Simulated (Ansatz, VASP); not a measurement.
**TiCo: VASP beside Ansatz**

INCAR

```
SYSTEM = TiCo
  PREC = Accurate
  ENCUT = 600
  EDIFF = 1E-6
  ISMEAR = -1
  SIGMA = 0.05
  LREAL = .False.
  LASPH = .True.
  NELM = 150
  ALGO = Normal
  ISIF = 3
  LWAVE = .False.
  LCHARG = .False.
  ISPIN = 2
  MAGMOM = 2 1
  LORBIT = 11
  LMAXMIX = 4
  GGA = PE
  IVDW = 13
  IBRION = 2
  NSW = 80
  EDIFFG = -0.02
```

KPOINTS

```
Automatic mesh
0
Gamma
  9 9 9
  0 0 0
```

The input POSCAR:

```
TiCo
1.0
    2.9861109900      0.0000000000      0.0000000000
    0.0000000000      2.9861109900      0.0000000000
    0.0000000000      0.0000000000      2.9861109900
Co Ti
1 1
Direct
    0.5000000000      0.5000000000      0.5000000000
    0.0000000000      0.0000000000      0.0000000000
```

File input.yaml:

```yaml
crystal:
  lattice:
    - [2.98611099, 0.0, 0.0]
    - [0.0, 2.98611099, 0.0]
    - [0.0, 0.0, 2.98611099]
  atoms:
    - { symbol: Co, position: [0.5, 0.5, 0.5], spin: 2.0 }
    - { symbol: Ti, position: [0.0, 0.0, 0.0], spin: 1.0 }
kpoints:
  mp_grid: { grid: [9, 9, 9] }
scf:
  occupations: { method: fermi_dirac, width: 0.05 }
hamiltonian:
  xc: pbe
  dispersion: d4
  pseudopotentials: { kind: all_electron, lapw: { basis_error: 0.001 } }
magnetization:
  spin_polarized: true
output:
  forces: true
  stress: true
relax:
  f_tol: 0.02
  max_steps: 60
  cell: {}
```

The cell comes from a database or a generator and needn't be the stable form of this composition.

Alike in both runs: task relaxation of cell and atoms; functional PBE; dispersion D4; k mesh 9 × 9 × 9; occupations fermi-dirac, width 0.05 eV; collinear spin.

|  | VASP | Ansatz |
| --- | --- | --- |
| version | VASP 6.6.1 | Ansatz 0.2.0 |
| potentials or method | VASP PAW PBE potentials, release 64 (Co, Ti_sv) | all-electron LAPW, scalar-relativistic |
| plane-wave cutoff (eV) | 600 | see its input |

|  | VASP | Ansatz | Ansatz less VASP |
| --- | --- | --- | --- |
| net moment per atom (μB) | 0.37 | 0.40 | +0.036 |
| size of the moment on the site where the two differ most (μB) | 0.79 | 0.89 | +0.095 |
| relaxed volume (Å³/atom) | 12.92 | 12.99 | +0.062 |
| relaxed cell length with the largest relative difference (Å) | 2.957 | 2.961 | +0.0047 |
| energy change over the relaxation (meV/atom) | -6 | -4 | +1.6 |

Site moments also hang on the region over which each program counts them. Ansatz ran all-electron here, so the differences hold the error of VASP's frozen core and of both bases.

Caveats: pairwise dispersion overbinds metals, which lowers pressure and volume (VASP).
